A crystal of nitrogen molecules is held together so weakly that its band gap, the energy needed to lift an electron from the filled to the empty levels, ought to be a property of the single molecule. Squeezing the crystal a little should then leave the gap alone. The calculation below shows otherwise. A change of one percent in volume shifts the gap by about 20 meV, and this one number is nearly all that is needed to estimate the gap by hand.

Crystalline nitrogen, space group P4_2/mnm, four atoms per cell, at scaled volumes with cell shape and atoms relaxed at each. Computed with Ansatz 0.2.0: r2SCAN, plane-wave PAW, scalar-relativistic, no spin polarisation, 500 eV cutoff, Gamma-centred 6×6×4 k mesh, Gaussian smearing of 0.02 eV. Energies count from the minimum of a third-order Birch-Murnaghan fit.

```
volume per atom (Å³/atom)  energy over minimum (meV/atom)  pressure (GPa)  band gap on mesh (eV)
                   22.275                             0.5            0.10                  7.747
                   22.986                             0.1            0.04                  7.817
                   23.697                             0.0            0.00                  7.883
                   24.408                             0.1           -0.04                  7.943
                   25.119                             0.2           -0.06                  8.000
```

## What happens

From the smallest to the largest volume the crystal expands by about 13 %, and the gap widens by 0.25 eV. It widens at every step. Over the same range the energy never rises more than 0.5 meV per atom above its minimum. The crystal hardly resists the change of volume, yet its electronic levels respond to it clearly.

The response also weakens as the crystal expands. Measured per unit of the logarithm of volume, the slope of the gap is 2.2 eV between the two smallest volumes and 2.0 eV between the two largest. This slow fading sets the accuracy of the rule and, further on, its range.

## Why

Two limits explain the direction. Pull the molecules far apart and each keeps its own sharp levels, so that the gap settles at the value of a single molecule. Push them together and their electron clouds overlap, so that electrons can pass from one molecule to the next. Each sharp level then spreads into a band of energies. Measured from the centre of its own band, the top of the filled band moves up and the bottom of the empty band moves down. If the two centres roughly keep their distance, the gap narrows. The table lies between these limits, so the gap should grow with volume, and in the end ever more slowly as the molecules separate.

A small change of volume has a visible effect because overlap depends steeply on distance. Outside a molecule the electron cloud dies away roughly exponentially. The centres of neighbouring molecules are about 4 Å apart here, and a volume change of 6 % alters that spacing by about 2 %, or 0.08 Å. That is little as a length, but it falls in the thin outer part of the cloud, where the overlap is decided.

The bond inside the molecule takes almost no part in this. Its stiffness is far greater than that of the contacts between molecules. With a rough recalled value for that stiffness, the highest pressure in the table should shorten the bond by only about $10^{-4}$ Å. This is an estimate and not a computed bond length, but so small a change is expected to account for only a tiny share of the shift in the gap. The volume can therefore be read as a measure of the distance between molecules.

The calculation also gives a direct sign of the spreading. In this crystal the highest filled and the lowest empty level belong to electron waves of different wave vector, and the gap in the table is the one between them. If the electron must keep its wave vector, the smallest jump is larger. The excess exists only because the energies in the bands vary with the wave vector; for sharp molecular levels it would vanish. It falls from 0.17 eV at the smallest volume to 0.14 eV at the middle one, as expected if the bands flatten while the molecules move apart. The gap itself changes about five times as much over the same range, so the excess shows only a small part of what happens. The trend agrees with overlap as the main cause of the change in the gap, though it does not prove it.

## How large

Let $V$ be the volume per atom and $E$ the band gap on the mesh. For a small change $\mathrm{d}V$, the simplest assumption is that the gap responds to the relative change of volume:

$$\mathrm{d}E = D\,\frac{\mathrm{d}V}{V}.$$

The constant $D$ is called a deformation potential. If it stays the same over the range, adding up the small steps from a known volume $V_m$ with gap $E_m$ gives

$$E(V) \approx E_m + D\,\ln\frac{V}{V_m}.$$

The middle row serves as the known point, with $V_m = 23.697$ Å³ and $E_m = 7.883$ eV. Its two neighbours supply the slope:

$$D = \frac{7.943 - 7.817}{\ln(24.408/22.986)}\ \text{eV} = \frac{0.126}{0.0600}\ \text{eV} \approx 2.1\ \text{eV}.$$

Three rows have now been used. The two end rows have not, so they can test the rule.

Take the smallest volume first. It is 6 % below the middle one, so the ratio of volumes is 0.94. For a small fraction $x$ the logarithm can be found on paper from $\ln(1+x) \approx x - x^2/2$. With $x = -0.06$ this gives $-0.0618$, and the estimate follows:

$$E \approx 7.883 - 2.1 \times 0.0618 = 7.753\ \text{eV}.$$

The calculation gives 7.747 eV. The estimate is 6 meV too high, which is between 4 and 5 % of the change it was meant to predict.

The largest volume lies 6 % above the middle one. The same formula gives a logarithm of $0.0582$, and

$$E \approx 7.883 + 2.1 \times 0.0582 = 8.005\ \text{eV}.$$

The computed gap is 8.000 eV, so the estimate is again too high, this time by 5 meV. No row of the table is missed by more than the 6 meV found at the smallest volume.

Both estimates err upwards for the same reason. The rule uses the slope at the middle throughout. On the compressed side the true slope is steeper, so the gap falls further than estimated. On the expanded side it is gentler, so the gap rises less than estimated.

For a quick answer the logarithm can be dropped, at 21 meV for each percent of volume. The largest error then grows to 10 meV. That is still small beside the change of more than 0.1 eV between the middle row and either end.

## Where the rule ends

The limit of separate molecules shows that the rule must fail at large volume. A logarithm grows without bound, whereas the gap of a single molecule is finite. A better form would let the slope fade as the overlap fades. The excess described above suggests how fast: between the smallest and the middle volume it falls as $V^{-p}$ with $p$ a little below 3. If the slope of the gap faded at the same rate, the rule would become

$$E(V) \approx E_m + \frac{D}{p}\left[1 - \left(\frac{V_m}{V}\right)^{p}\right].$$

This form levels off at large volume, about 0.7 eV above $E_m$, near 8.6 eV. Having a limit is the right behaviour, but this limit is probably too low: a single molecule, not computed here, is expected to have a larger gap in this functional. At the two end rows the form comes out 6 and 4 meV too low. The computed gaps lie between the two rules, so the response of the gap does fade, but less quickly than this one measure of the bands. The two rules miss by nearly equal amounts in opposite directions, which points to a power about half as large. Within the table the refined form is hardly more accurate than the simple one. Its use is to show how far the answer depends on the assumed fading.

That dependence grows quickly outside the table. Real nitrogen in this structure, under a few thousand bar, has a volume of roughly 20 Å³ per atom, a recalled figure. Carried down to that volume, the constant slope gives 7.53 eV and the fading slope 7.42 eV. Two rules that agree to about 12 meV at the edge of the table now differ by 0.1 eV. Neither value should be taken as a prediction; their distance is a fair warning of what extrapolation costs.

## What to do about it

Start from a volume you trust. The energy curve is so flat that it fixes the volume poorly: 3 % away from the middle row the energy has risen by only 0.1 meV per atom, while the gap has moved by 60 to 66 meV. Zero-point motion and temperature, which these energies leave out, matter on so small an energy scale. The functional also lacks the long-range attraction between molecules, and this probably makes the computed crystal too large and too soft. A measured density is therefore a better guide than the minimum of this curve. If it lies outside the table, as the recalled volume of the real crystal does, the gap and its slope should be computed afresh around it.

For the same reason, work from volume and not from pressure. In the table a pressure of 0.10 GPa, about a thousand bar, is enough to compress the crystal by 6 %. If the computed crystal is too soft, the real one needs more pressure for the same compression. The fit to the energies also comes with a warning that its pressure derivative, which says how fast the crystal stiffens when squeezed, is unusual; the fitted value is about 8.2. A rule written in terms of pressure would carry any error in the stiffness straight into the gap, while a rule written in terms of volume leaves it out.

Take the slope from two volumes on either side of the one you care about. The two outermost rows give $0.253/0.120 \approx 2.1$ eV, the same as the inner pair, because the steeper and the gentler side balance. A pair on one side does worse. The two smallest volumes give 2.23 eV, and carried across the whole table this predicts a rise of $2.23 \times 0.120 = 0.268$ eV instead of 0.253 eV. That is an error of 15 meV, whereas the slope of the inner pair misses the same rise by less than one meV.

Use the rule for changes of the computed gap and not for its absolute size. Functionals of this kind give gaps that are too small, and a gap read off a mesh of wave vectors can only be equal to or larger than the true gap of the same calculation. A better value known at one volume can take the place of $E_m$, but keeping $D$ then assumes that the error of the gap does not change with volume. That is doubtful here. In a real crystal the molecules around an added or missing electron become polarised, which lowers the gap, and more so the closer they are. Functionals of this kind leave this effect out of the band gap, so the true slope is probably steeper.

Keep to the same arrangement of molecules as well. The symmetry of the crystal was held at every volume, so the rule describes this packing and no change to another. Holding it also means that the packing may be a saddle, from which a distortion that breaks the symmetry would lower the energy. Nor do these runs show that it is the stable form of the solid. A warning supplied with the data says that the crystal lies below the reference phase of nitrogen in this functional, but the runs used here contain no energy for a reference phase and cannot confirm it.

For another crystal of small closed-shell molecules the same reasoning suggests that closer packing brings more overlap and a smaller gap, provided that the lowest empty level sits on the molecules themselves. Where that level spreads through the space between them, as in ice, compression can push it up and widen the gap, so the sign of $D$ has to be checked as well. The size of $D$ depends on how far the electron clouds reach and how the molecules face each other, so it has to be found afresh. Two calculations, a few percent above and below the volume of interest, are enough for that.
